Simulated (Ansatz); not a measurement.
The cell was built from the fluorite type and relaxed in the same program, and has space group Fm-3m; it needn't be a known or the stable phase.

An input for TiO₂: DFT, PBE, all-electron LAPW, scalar-relativistic (Ansatz 0.2.0).

Command: `ansatz run input.yaml --threads 1 --pin off --max-ram 3072MiB --backend cpu --events-out ev --progress --plain --runs-dir out` The run took 21 s on 1 thread of Arm Neoverse V2, with other jobs on the host.

```yaml
crystal:
  lattice:
    - [0.0, 2.4149992214, 2.4149992214]
    - [2.4149992214, 0.0, 2.4149992214]
    - [2.4149992214, 2.4149992214, 0.0]
  atoms:
    - { symbol: Ti, position: [0.0, 0.0, 0.0] }
    - { symbol: O, position: [0.25, 0.25, 0.25] }
    - { symbol: O, position: [0.75, 0.75, 0.75] }
kpoints:
  mp_grid: { grid: [11, 11, 11] }
  band_path:
    path:
      - [0.0, 0.0, 0.0]
      - [0.5, 0.0, 0.5]
      - [0.625, 0.25, 0.625]
      - [0.375, 0.375, 0.75]
      - [0.0, 0.0, 0.0]
      - [0.5, 0.5, 0.5]
      - [0.5, 0.25, 0.75]
      - [0.5, 0.0, 0.5]
    npoints: 14
scf:
  occupations: { method: fermi_dirac, width: 0.05 }
hamiltonian:
  xc: pbe
  pseudopotentials: { kind: all_electron, lapw: { basis_error: 0.001 } }
output:
  forces: true
  stress: true
  eigenvalues: true
  populations: true
  dos: { projected: true, de: 0.2, e_range: [-14, 8] }
```

Set-up and iterations as logged by Ansatz (the results part is left out, to be predicted):

```
Ti: projections on atomic orbitals take those of the free atom 1s2 2s2 2p6 3s2 3p6 3d2 4s2, of charge +0.00 (hamiltonian.pseudopotentials.projection_atoms)
O: projections on atomic orbitals take those of the free atom 1s2 2s2 2p4, of charge +0.00 (hamiltonian.pseudopotentials.projection_atoms)
LAPW: plane waves up to 9.755 Å⁻¹, error target 1.0e-3 eV per atom; small_component_spin mean_spin; O in spheres of 0.963 Å, 8 of its electrons in bands, Dirac shells []; Ti in spheres of 1.128 Å, 20 of its electrons in bands, Dirac shells []
Engine: ansatz 0.2.0
Pseudopotentials: kind: all_electron
Pseudopotential: Ti, LAPW, valence charge 20, Koelling and Harmon's equation, gaussian nucleus
Pseudopotential: O, LAPW, valence charge 8, Koelling and Harmon's equation, gaussian nucleus
Functional definition: PBE
  parameter kappa = 0.804
  parameter beta = 0.06672455060314922
  exchange = pbe_x(kappa = kappa, mu = beta*pi^2/3)
  correlation = pbe_c(beta = beta)
Crystal: 3 atoms, lattice volume = 28.170 Å³
Basis set: ecut = 362.5492447478375 eV, 459 PW (Γ), exchange–correlation at level 2
Bands: 22, of which v1, the nominal top of the filled ones, is band 18 counted from 1 (17 counted from 0)
Symmetry: 48 space group operations
Space group: Fm-3m (ITA 225), of the structure as read, at distance tolerance 3.0e-5 Å
k-points: 56 of 1331
Non-local potential: Ti, projectors of the file, none
Non-local potential: O, projectors of the file, none
Initial density: superposition of atomic densities (chi_scale 0.1, normalization cell, long waves kept (reshape's long-wave potential 0.00 eV rms))
Initial wavefunctions: plane waves of lowest kinetic energy (no species holds an atomic orbital)
Functional: x = pbe(κ = 0.804, μ = 0.2195149727645171), c = pbe(β = 0.06672455060314922)
iter 1 solved again at ethr=2.64e-2 eV; its pass at ethr=1.00e-1 eV (dr2=9.50e0 eV) is discarded
SCF iter   1: F=—  HF=-27338.672928 eV  |F-HF|=—  |Δ(HF+E_count)|=         —  Δρ=1.74e-1  dr2=9.50e0  ethr=2.64e-2  ⟨swp⟩=2.0  Hψ=7493  notcnv=0
SCF iter   2: F=—  HF=-27344.572788 eV  |F-HF|=—  |Δ(HF+E_count)|=    5.90e0  Δρ=4.29e-1  dr2=6.43e1  ethr=2.64e-2  ⟨swp⟩=3.0  Hψ=4068  notcnv=0  recentre
SCF iter   3: F=—  HF=-27335.240582 eV  |F-HF|=—  |Δ(HF+E_count)|=    9.33e0  Δρ=1.11e-1  dr2=4.02e0  ethr=2.64e-2  ⟨swp⟩=3.0  Hψ=3904  notcnv=0
SCF iter   4: F=—  HF=-27333.729754 eV  |F-HF|=—  |Δ(HF+E_count)|=    1.51e0  Δρ=5.17e-2  dr2=8.75e-1  ethr=1.12e-2  ⟨swp⟩=2.0  Hψ=3801  notcnv=0
SCF iter   5: F=—  HF=-27333.551206 eV  |F-HF|=—  |Δ(HF+E_count)|=         —  Δρ=3.36e-2  dr2=4.05e-1  ethr=2.43e-3  ⟨swp⟩=3.0  Hψ=4228  notcnv=0
the basis was enlarged: its passes take 377.6 KiB over the memory plan, 1 of 1 planned eigensolver slots
SCF iter   6: F=—  HF=-27333.504204 eV  |F-HF|=—  |Δ(HF+E_count)|=   4.70e-2  Δρ=2.92e-2  dr2=3.03e-1  ethr=1.13e-3  ⟨swp⟩=2.0  Hψ=3714  notcnv=0
SCF iter   7: F=—  HF=-27333.427183 eV  |F-HF|=—  |Δ(HF+E_count)|=   7.70e-2  Δρ=1.69e-2  dr2=1.01e-1  ethr=8.41e-4  ⟨swp⟩=2.0  Hψ=3831  notcnv=0
SCF iter   8: F=—  HF=-27333.397645 eV  |F-HF|=—  |Δ(HF+E_count)|=   2.95e-2  Δρ=8.61e-3  dr2=2.62e-2  ethr=2.81e-4  ⟨swp⟩=2.0  Hψ=3933  notcnv=0
iter 9 solved again at ethr=6.16e-6 eV; its pass at ethr=7.28e-5 eV (dr2=2.22e-3 eV) is discarded
SCF iter   9: F=—  HF=-27333.387994 eV  |F-HF|=—  |Δ(HF+E_count)|=   9.65e-3  Δρ=2.50e-3  dr2=2.22e-3  ethr=6.16e-6  ⟨swp⟩=2.0  Hψ=6411  notcnv=0
SCF iter  10: F=—  HF=-27333.387070 eV  |F-HF|=—  |Δ(HF+E_count)|=   9.23e-4  Δρ=1.58e-4  dr2=8.85e-6  ethr=6.15e-6  ⟨swp⟩=2.0  Hψ=3816  notcnv=0
SCF iter  11: F=-27333.387066 eV  HF=-27333.387066 eV  |F-HF|=5.97e-8  |Δ(HF+E_count)|=   4.07e-6  Δρ=8.40e-6  dr2=2.29e-8  ethr=2.46e-8  ⟨swp⟩=2.0  Hψ=3808  notcnv=0
```

(1) What pressure will this run report?

(2) Is there a band gap?

Results:

(1) 0.09 GPa (positive in compression).

(2) 1.12 eV, indirect from X (0.5, 0, 0.5) to Γ.
